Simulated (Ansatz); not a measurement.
# Ir: energy and pressure over a range of volumes

Aim: scale the cell of Ir up and down at fixed shape and fractional positions, and get the equilibrium volume and bulk modulus with LAPW, PAW and all-electron datasets made for the crystal.

This is Ir in the hcp structure; at room conditions it is fcc.

Computed with Ansatz 0.2.0 (DFT PBE, scalar-relativistic, unless a step's input says otherwise).

**1. The system as given**

The structure is hexagonal, space group P6_3/mmc (No. 194). Conventional cell: a = 2.749 Å, b = 2.749 Å, c = 4.452 Å, α = 90.00°, β = 90.00°, γ = 120.00°. Around Ir (site symmetry -6m2) lie 12 Ir at 2.73 to 2.75 Å.

As a file:

```cif
data_structure
_symmetry_space_group_name_H-M 'P 1'
_symmetry_Int_Tables_number 1
_cell_length_a 2.7486
_cell_length_b 2.7486
_cell_length_c 4.4517
_cell_angle_alpha 90.000
_cell_angle_beta 90.000
_cell_angle_gamma 120.000
_cell_volume 29.12
loop_
_atom_site_label
_atom_site_type_symbol
_atom_site_fract_x
_atom_site_fract_y
_atom_site_fract_z
_atom_site_occupancy
Ir1 Ir 0.33333 0.66667 0.25000 1
Ir2 Ir 0.66667 0.33333 0.75000 1
```

The cell was relaxed by PAW from a hypothetical start (hcp type); it needn't be the stable phase of this composition.

Atoms are numbered in the order of the input: Ir1, Ir2.

**2. Volume × 0.9405, LAPW**

input.yaml

```yaml
crystal:
  lattice:
    - [2.6929325016, 0.0, 0.0]
    - [-1.3464662508, 2.332147957, 0.0]
    - [0.0, 0.0, 4.3615589678]
  atoms:
    - { symbol: Ir, position: [0.3333333333, 0.6666666667, 0.25] }
    - { symbol: Ir, position: [0.6666666667, 0.3333333333, 0.75] }
kpoints:
  mp_grid: { grid: [15, 15, 8] }
scf:
  occupations: { method: fermi_dirac, width: 0.03 }
hamiltonian:
  xc: pbe
  pseudopotentials: { kind: all_electron, lapw: { basis_error: 0.001 } }
output:
  forces: true
  stress: true
  eigenvalues: true
```

On the command line:

```bash
$ ansatz run input.yaml --threads 1 --pin off --max-ram 2048MiB --backend cpu --events-out ev --progress --plain --runs-dir out
```

**3. Volume × 0.9405, PAW**

Edit input.yaml of step 2 so:

```diff
@@ -14,3 +14,3 @@
   xc: pbe
-  pseudopotentials: { kind: all_electron, lapw: { basis_error: 0.001 } }
+  pseudopotentials: { kind: paw }
 output:
@@ -19 +19,6 @@
   eigenvalues: true
+  efg: { contact_densities: true }
+  write_density: true
+  write_potential: true
+  elf: true
+  volumetric_format: npy
```

**4. Volume × 0.9405, crystal datasets**

Edit input.yaml of step 3 so:

```diff
@@ -14,3 +14,3 @@
   xc: pbe
-  pseudopotentials: { kind: paw }
+  pseudopotentials: { kind: all_electron, datasets: crystal }
 output:
@@ -20,5 +20 @@
   efg: { contact_densities: true }
-  write_density: true
-  write_potential: true
-  elf: true
-  volumetric_format: npy
```

**5. Volume × 0.97, LAPW**

input.yaml

```yaml
crystal:
  lattice:
    - [2.7207989171, 0.0, 0.0]
    - [-1.3603994585, 2.3562809808, 0.0]
    - [0.0, 0.0, 4.406692299]
  atoms:
    - { symbol: Ir, position: [0.3333333333, 0.6666666667, 0.25] }
    - { symbol: Ir, position: [0.6666666667, 0.3333333333, 0.75] }
kpoints:
  mp_grid: { grid: [15, 15, 8] }
scf:
  occupations: { method: fermi_dirac, width: 0.03 }
hamiltonian:
  xc: pbe
  pseudopotentials: { kind: all_electron, lapw: { basis_error: 0.001 } }
output:
  forces: true
  stress: true
  eigenvalues: true
```

**6. Volume × 0.97, PAW**

Edit input.yaml of step 5 so:

```diff
@@ -14,3 +14,3 @@
   xc: pbe
-  pseudopotentials: { kind: all_electron, lapw: { basis_error: 0.001 } }
+  pseudopotentials: { kind: paw }
 output:
@@ -19 +19,6 @@
   eigenvalues: true
+  efg: { contact_densities: true }
+  write_density: true
+  write_potential: true
+  elf: true
+  volumetric_format: npy
```

**7. Volume × 1.03, LAPW**

input.yaml

```yaml
crystal:
  lattice:
    - [2.7757793648, 0.0, 0.0]
    - [-1.3878896824, 2.4038954452, 0.0]
    - [0.0, 0.0, 4.4957403775]
  atoms:
    - { symbol: Ir, position: [0.3333333333, 0.6666666667, 0.25] }
    - { symbol: Ir, position: [0.6666666667, 0.3333333333, 0.75] }
kpoints:
  mp_grid: { grid: [15, 15, 8] }
scf:
  occupations: { method: fermi_dirac, width: 0.03 }
hamiltonian:
  xc: pbe
  pseudopotentials: { kind: all_electron, lapw: { basis_error: 0.001 } }
output:
  forces: true
  stress: true
  eigenvalues: true
```

**8. Volume × 1.03, PAW**

Edit input.yaml of step 7 so:

```diff
@@ -14,3 +14,3 @@
   xc: pbe
-  pseudopotentials: { kind: all_electron, lapw: { basis_error: 0.001 } }
+  pseudopotentials: { kind: paw }
 output:
@@ -19 +19,6 @@
   eigenvalues: true
+  efg: { contact_densities: true }
+  write_density: true
+  write_potential: true
+  elf: true
+  volumetric_format: npy
```

**9. Volume × 1.06, LAPW**

input.yaml

```yaml
crystal:
  lattice:
    - [2.8024711884, 0.0, 0.0]
    - [-1.4012355942, 2.4270112425, 0.0]
    - [0.0, 0.0, 4.5389713024]
  atoms:
    - { symbol: Ir, position: [0.3333333333, 0.6666666667, 0.25] }
    - { symbol: Ir, position: [0.6666666667, 0.3333333333, 0.75] }
kpoints:
  mp_grid: { grid: [15, 15, 8] }
scf:
  occupations: { method: fermi_dirac, width: 0.03 }
hamiltonian:
  xc: pbe
  pseudopotentials: { kind: all_electron, lapw: { basis_error: 0.001 } }
output:
  forces: true
  stress: true
  eigenvalues: true
```

**10. Volume × 1.06, PAW**

Edit input.yaml of step 9 so:

```diff
@@ -14,3 +14,3 @@
   xc: pbe
-  pseudopotentials: { kind: all_electron, lapw: { basis_error: 0.001 } }
+  pseudopotentials: { kind: paw }
 output:
@@ -19 +19,6 @@
   eigenvalues: true
+  efg: { contact_densities: true }
+  write_density: true
+  write_potential: true
+  elf: true
+  volumetric_format: npy
```

**11. Volume × 1.06, crystal datasets**

Edit input.yaml of step 10 so:

```diff
@@ -14,3 +14,3 @@
   xc: pbe
-  pseudopotentials: { kind: paw }
+  pseudopotentials: { kind: all_electron, datasets: crystal }
 output:
@@ -20,5 +20 @@
   efg: { contact_densities: true }
-  write_density: true
-  write_potential: true
-  elf: true
-  volumetric_format: npy
```

(Steps that only read results are left out.)

Q: Predict the outcome of this session. Wanted: equilibrium volume; bulk modulus (for each run or level that gives them).

The runs gave:

| quantity | value |
| --- | --- |
| equilibrium volume (LAPW) | 14.561 Å³/atom |
| bulk modulus (LAPW) | 343 GPa |
| its pressure derivative (LAPW) | 5.1 |
| equilibrium volume (PAW) | 14.563 Å³/atom |
| bulk modulus (PAW) | 343 GPa |
| its pressure derivative (PAW) | 5.1 |

By LAPW, the pressure vanishes at 14.56 Å³/atom (less than 0.1 % from the starting cell) and the bulk modulus there is 343 GPa (Birch-Murnaghan, third order). Shape and positions are held, so a fully relaxed modulus can be lower. PAW's volume lies +0.02 % and its modulus +0.1 % from LAPW's. No thermal or zero-point expansion is included. Spin-orbit coupling is left out, though the cell holds Ir; in elements this heavy it can shift bands and gaps by tenths of an eV.
